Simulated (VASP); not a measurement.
Set up this calculation in VASP 6.6.1, as the native input.

```yaml
Task: single point
Functional: PBEsol
Dispersion: D3(BJ)
Potentials_or_basis: VASP PAW PBE potentials, release 64 (S, W_sv)
Cutoff: 520 eV
k_mesh: 12 × 12 × 1
Occupations: gaussian, width 0.03 eV
Spin: no spin polarisation
Dipole_correction: yes
Further_INCAR_settings: ALGO = Fast; EDIFF = 1e-07; NBANDS = 20
```

The structure of WS2 lies in POSCAR:

```
WS2
1.0
    3.1238471015      0.0000000000      0.0000000000
   -1.5619235507      2.7053309474      0.0000000000
    0.0000000000      0.0000000000     30.0800000023
S W
2 1
Direct
    0.6666666667      0.3333333333      0.2326289517
    0.6666666667      0.3333333333      0.3371848780
    0.3333333333      0.6666666667      0.2849069149
```

The cell was built by a generator and needn't be a form met in nature.

The input as run:

INCAR

```
SYSTEM = WS2
PREC = Accurate ; ENCUT = 520
EDIFF = 1E-7 ; ISMEAR = 0
SIGMA = 0.03 ; LREAL = .FALSE.
LASPH = .TRUE. ; NELM = 100
ALGO = Fast ; ISIF = 2
LWAVE = .FALSE. ; LCHARG = .FALSE.
LDIPOL = .TRUE. ; IDIPOL = 3
DIPOL = 0.5 0.5 0.285 ; GGA = PS
IVDW = 12 ; NBANDS = 20
```

KPOINTS

```
Automatic mesh
0
G
  12 12 1
  0 0 0
```

Potentials or basis: VASP PAW PBE potentials, release 64 (S, W_sv).

Command:

```console
$ cat potpaw_PBE.64/S/POTCAR potpaw_PBE.64/W_sv/POTCAR > POTCAR
$ mpirun -np 1 vasp_std > vasp.out
```

Results of the run:

The largest force is 0.020 eV/Å. The band gap on the k mesh is 1.99 eV, indirect (least direct gap 2.04 eV). The dispersion energy per atom is -0.252 eV.

Caveat: the PAW data sets were made with another functional, which shifts forces and pressure a little; spin-orbit coupling is left out, which moves the levels of the heavy elements.

It took 2.4 min on 1 thread of Intel(R) Xeon(R) Platinum 8375C CPU @ 2.90GHz (Ice Lake) (shared host), peak memory 0.39 GiB.
